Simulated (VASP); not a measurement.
A run of VASP 6.6.1 is set up as follows.

The input INCAR:

```
  PREC = Accurate
  ENCUT = 520
  EDIFF = 1E-7
  ISMEAR = 0
  SIGMA = 0.03
  LREAL = F
  LASPH = T
  NELM = 80
  ALGO = Fast
  ISIF = 2
  LWAVE = F
  LCHARG = F
  NBANDS = 16
```

Contents of KPOINTS:

```
Automatic mesh
0
Gamma
  10 10 10
```

The input POSCAR:

```
GaAs                                    
1.0
    0.0000000000      2.8313993253      2.8313993253
    2.8313993253      0.0000000000      2.8313993253
    2.8313993253      2.8313993253      0.0000000000
  Ga              As            
     1     1
Direct
     0.0000000000000000    0.0000000000000000    0.0000000000000000
     0.2500000000000000    0.2500000000000000    0.2500000000000000
```

The input KPOINTS_OPT:

```
explicit points
209
Reciprocal
 0.0000000000  0.0000000000  0.0000000000 1
 0.0263157895  0.0000000000  0.0263157895 1
 0.0526315789  0.0000000000  0.0526315789 1
 0.0789473684  0.0000000000  0.0789473684 1
 0.1052631579  0.0000000000  0.1052631579 1
 0.1315789474  0.0000000000  0.1315789474 1
[... 201 lines left out ...]
 0.4250000000  0.0000000000  0.4250000000 1
 0.4500000000  0.0000000000  0.4500000000 1
```

Potentials or basis: VASP PAW LDA potentials, release 64 (Ga_d, As).

The run is started by

```sh
$ cat potpaw_LDA.64/Ga_d/POTCAR potpaw_LDA.64/As/POTCAR > POTCAR
$ mpirun -np 1 vasp_std > vasp.out
```

**Question.** Estimate the band gap on the k mesh.

**Answer.** 0.30 eV, direct.

**Question.** Predict the band gap along the path.

**Answer.** 0.30 eV, direct.

Levels at the corners of the path, in eV from the valence-band top:
```
point  band 5  band 6  band 7  band 8  band 9  band 10  band 11  band 12  band 13  band 14
    Γ  -14.84  -12.73    0.00    0.00    0.00     0.30     3.67     3.67     3.67     7.33
    X  -14.83  -10.25   -6.85   -2.67   -2.67     1.35     1.55    10.00    10.00    10.75
    X  -14.83  -10.25   -6.85   -2.67   -2.67     1.35     1.55    10.00    10.00    10.75
    W  -14.84  -10.19   -6.67   -3.54   -3.35     4.52     4.63     5.28     5.93    10.90
    W  -14.84  -10.19   -6.67   -3.54   -3.35     4.52     4.63     5.28     5.93    10.90
    K  -14.84  -10.28   -6.67   -3.87   -2.25     1.85     4.53     7.79     7.96     8.51
    K  -14.84  -10.28   -6.67   -3.87   -2.25     1.85     4.53     7.79     7.96     8.51
    Γ  -14.84  -12.73    0.00    0.00    0.00     0.30     3.67     3.67     3.67     7.33
    Γ  -14.84  -12.73    0.00    0.00    0.00     0.30     3.67     3.67     3.67     7.33
    L  -14.84  -10.98   -6.67   -1.14   -1.14     0.85     4.58     4.58     7.56    10.17
    L  -14.84  -10.98   -6.67   -1.14   -1.14     0.85     4.58     4.58     7.56    10.17
    U  -14.84  -10.28   -6.67   -3.87   -2.25     1.85     4.53     7.79     7.96     8.51
    U  -14.84  -10.28   -6.67   -3.87   -2.25     1.85     4.53     7.79     7.96     8.51
    W  -14.84  -10.19   -6.67   -3.54   -3.35     4.52     4.63     5.28     5.93    10.90
    W  -14.84  -10.19   -6.67   -3.54   -3.35     4.52     4.63     5.28     5.93    10.90
    L  -14.84  -10.98   -6.67   -1.14   -1.14     0.85     4.58     4.58     7.56    10.17
    L  -14.84  -10.98   -6.67   -1.14   -1.14     0.85     4.58     4.58     7.56    10.17
    K  -14.84  -10.28   -6.67   -3.87   -2.25     1.85     4.53     7.79     7.96     8.51
    U  -14.84  -10.28   -6.67   -3.87   -2.25     1.85     4.53     7.79     7.96     8.51
    X  -14.83  -10.25   -6.85   -2.67   -2.67     1.35     1.55    10.00    10.00    10.75
```

**Experimental background.**

“Evidence of valence band perturbations in GaAsN/GaAs(001): A combined variable-angle spectroscopic ellipsometry and modulated photoreflectance investigation”, 2008, arxiv:0805.2212 reports, for a bulk crystal of GaAs at 300 K: band gap 1.412 ± 0.01 eV (direct).

Against the measured gap of GaAs, 1.412 eV (direct; 300 K; “Evidence of valence band perturbations in GaAsN/GaAs(001): A combined variable-angle spectroscopic ellipsometry and modulated photoreflectance investigation”, 2008, arxiv:0805.2212), the calculated 0.30 eV is off by -1.12 eV. So large a miss can be the level of theory's own, or it may mean another phase, state or a wrong row. 3 values of this kind are on record (1.412 to 1.51 eV); this one was drawn at random among those near their median, those with a stated uncertainty first. Spin-orbit coupling on As, Ga is left out. The value is that of LDA, without temperature or zero-point motion. Semilocal functionals fall short of measured gaps as a rule.
